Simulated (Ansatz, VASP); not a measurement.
## Two plane-wave programs on B

```
B
1.0
     1.70243    0.00000    0.00000
    -0.85122    1.47435    0.00000
     0.00000    0.00000    3.63542
B
1
Direct
  0.00000 0.00000 0.00000
```

This isn't the form of B at room conditions, which is rhombohedral.

Alike in both runs: task single point; functional PBEsol; k mesh 33 × 33 × 14; occupations gaussian, width 0.15 eV; no spin polarisation.

|  | VASP | Ansatz |
| --- | --- | --- |
| version | VASP 6.6.1 | Ansatz 0.2.0 |
| potentials or method | VASP PAW PBE potentials, release 64 (B) | scalar-relativistic, plane waves, PAW |
| plane-wave cutoff (eV) | 520 | 420 |
| valence electrons in the cell | 3 | 3 |

|  | VASP | Ansatz | Ansatz less VASP |
| --- | --- | --- | --- |
| gap on the k mesh at the Fermi level (eV) | none | none | - |
| pressure (GPa) | 1.7 | 1.5 | -0.20 |
| largest component of the traceless stress (GPa) | 2.36 | 2.07 | -0.286 |

A gap of «none» marks a metal or a gap that the smearing closes.

Caveats: the PAW data sets were made with another functional, which shifts forces and pressure a little (VASP).
